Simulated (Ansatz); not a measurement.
# HfN: the cost of one run

Method: DFT PBEsol, scalar-relativistic, plane waves, PAW, in Ansatz 0.2.0.

## 1. The starting structure

The structure is hexagonal, space group P6_3/mmc (No. 194). The conventional cell has a = 3.134 Å, b = 3.134 Å, c = 5.417 Å, α = 90.00°, β = 90.00°, γ = 120.00°. Around Hf (site symmetry -6m2) lie 6 N at 2.26 Å. Around N (site symmetry -3m) lie 6 Hf at 2.26 Å.

Structure file:

```cif
data_structure
_symmetry_space_group_name_H-M 'P 1'
_symmetry_Int_Tables_number 1
_cell_length_a 3.1339
_cell_length_b 3.1339
_cell_length_c 5.4168
_cell_angle_alpha 90.000
_cell_angle_beta 90.000
_cell_angle_gamma 120.000
_cell_volume 46.07
loop_
_atom_site_label
_atom_site_type_symbol
_atom_site_fract_x
_atom_site_fract_y
_atom_site_fract_z
_atom_site_occupancy
Hf1 Hf 0.66667 0.33333 0.75000 1
Hf2 Hf 0.33333 0.66667 0.25000 1
N1 N 0.00000 0.00000 0.00000 1
N2 N 0.00000 0.00000 0.50000 1
```

The structure comes from the Materials Project (structure only).

## 2. A change within a subgroup

The change: strain xx, yy, zz, yz, xz, xy = +3.4, -1.2, +2.9, +2.3, +4.0, +3.9 %; atoms moved by 0.15 Å root mean square, at most 0.20 Å.

input.yaml reads:

```yaml
crystal:
  lattice:
    - [3.2391759924, 0.1226298209, 0.1253563209]
    - [-1.5133874561, 2.6212732802, -1.08854e-05]
    - [0.2166707088, 0.1250731667, 5.5755331819]
  atoms:
    - { symbol: Hf, position: [0.5948571473, 0.3028313741, 0.7453743379] }
    - { symbol: Hf, position: [0.4051428527, 0.7079742368, 0.2546256621] }
    - { symbol: "N", position: [0.0, -0.0297355407, 0.0] }
    - { symbol: "N", position: [0.0, 0.0189299298, 0.5] }
basis:
  ecutwfc: 420
kpoints:
  mp_grid: { grid: [14, 14, 8] }
hamiltonian:
  xc: pbesol
scf:
  occupations: { method: gaussian, width: 0.1 }
output:
  forces: true
  stress: true
  eigenvalues: true
```

**Question.** How long does this run take on 1 thread of an Arm CPU, shared host, and how much memory does it need?

About 3.9 min, with a peak of 1.2 GiB.
